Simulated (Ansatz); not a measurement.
# Ir in Ansatz: convergence with smearing width

The system is Ir.

```
Ir
1.0
     0.06447    1.83736    1.75605
     1.94181    0.07743    1.74308
     2.17282    2.05540   -0.15358
Ir
1
Cartesian
  0.0000 0.0000 0.0000
```

This isn't the form of Ir at room conditions, which is fcc.

```yaml
Program: Ansatz 0.2.0
Task: convergence study
Functional: r2SCAN
Potentials_or_basis: JTH PAW
Cutoff: "720 eV (not typed: the program's choice for these potentials)"
k_mesh: 9 × 9 × 8
Occupations: cold, width 0.3 eV
Spin: no spin polarisation
```

These are the settings of the first run; the series varies smearing width, with any setting tied to it.

Hardware: 2 threads of Arm Neoverse V1 (shared host).

| smearing width | energy less the tightest run, at zero smearing (meV/atom) | pressure (GPa) | SCF cycles | CPU time (s) | peak memory (GiB) |
| --- | --- | --- | --- | --- | --- |
| 0.3 eV | -0.21 | 22.60 | 7 | 14 | 0.42 |
| 0.2 eV | 0.14 | 22.53 | 7 | 14 | 0.42 |
| 0.15 eV | 0.00 | 22.50 | 7 | 14 | 0.42 |
| 0.1 eV | 0.04 | 22.50 | 7 | 13 | 0.42 |
| 0.05 eV | 0.00 | 22.50 | 7 | 13 | 0.42 |
| 0.025 eV | -0.02 | 22.50 | 7 | 13 | 0.42 |
| 0.01 eV | 0.00 | 22.50 | 7 | 14 | 0.41 |
| 0.005 eV | 0.00 | 22.50 | 8 | 14 | 0.42 |

Against the tightest run, the energy stays within 1 meV/atom from 0.3 eV on; the pressure stays within 0.1 GPa from 0.3 eV on. Narrower smearing needs a denser k mesh, so at a fixed mesh the narrowest width isn't the most accurate. The tightest run that finished is the yardstick and may itself not be fully converged.

Caveat, for the tightest run too: so large a pressure means that the cell lies far from this level's equilibrium, or that cutoff or potentials fall short. The run has no spin-orbit coupling, so splittings on Ir are missing.
